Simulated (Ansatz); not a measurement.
## Hf under changes of volume

One of the cells (23.523 Å³/atom); the others are scaled copies at fixed shape and fractional positions:

```
Hf
1.0
    -1.80500    1.80500    1.80500
     1.80500   -1.80500    1.80500
     1.80500    1.80500   -1.80500
Hf
1
Direct
  0.00000 0.00000 0.00000
```

This isn't the form of Hf at room conditions, which is hcp.

- Program: Ansatz 0.2.0
- Functional: PBE
- Potentials or basis: Ansatz PAW
- Cutoff: 420 eV (not typed: the program's choice for these potentials)
- k mesh: 10 × 10 × 10
- Occupations: fermi-dirac, width 0.05 eV
- Spin: no spin polarisation

```csv
volume (Å³/atom),energy over the lowest point (meV/atom),pressure (GPa)
22.112,0.00,0.9
22.582,?,?
23.052,7.36,-3.1
23.523,19.58,-4.9
23.993,36.79,-6.5
24.464,58.44,-7.9
24.934,84.08,-9.3
```

What does the run at 22.582 Å³/atom give?

Energy over the lowest point 0.65 meV/atom; pressure -1.2 GPa.

Worked out: A Birch-Murnaghan fit of order 3 (a polynomial in V^(-2/3)) to the other rows has its minimum at 22.30 Å³/atom with B0 = V·E''(V) = 105 GPa and B' = 4.0. It gives 0.62 meV/atom at 22.582 Å³/atom, against the run's 0.65, and -dE/dV = -1.3 GPa, against -1.2.

Energies are extrapolated to zero smearing.
